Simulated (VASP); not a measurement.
Crystal: Al.

```
Al
1.0
     0.00000    2.02481    2.02481
     2.02481    0.00000    2.02481
     2.02481    2.02481    0.00000
Al
1
Direct
  0.00000 0.00000 0.00000
```

Base run:

- Program: VASP 6.6.1
- Functional: PBE
- Potentials or basis: VASP PAW PBE potentials, release 64 (Al)
- Cutoff: 520 eV
- k mesh: 11 × 11 × 11
- Occupations: fermi-dirac, width 0.05 eV
- Spin: no spin polarisation

Its results: pressure -0.5 GPa.

Problem. After a change of settings the same cell gave: pressure -4.0 GPa. Which change was it?
A. functional from PBE to TPSS; further incar settings from ALGO = Normal; EDIFF = 1e-07 to ALGO = Normal; EDIFF = 1e-06; NBANDS = 8
B. occupations from fermi-dirac, width 0.05 eV to gaussian, width 0.012 eV
C. functional from PBE to LAK
D. potentials or basis from VASP PAW PBE potentials, release 64 (Al) to VASP PAW PBE potentials, release 64 (Al_GW); cutoff from 520 eV to 550 eV; further incar settings from ALGO = Normal; EDIFF = 1e-07 to ALGO = Fast; EDIFF = 1e-06; NBANDS = 8

Solution. C.

Caveats: the PAW data sets were made with another functional, which shifts forces and pressure a little (some runs).
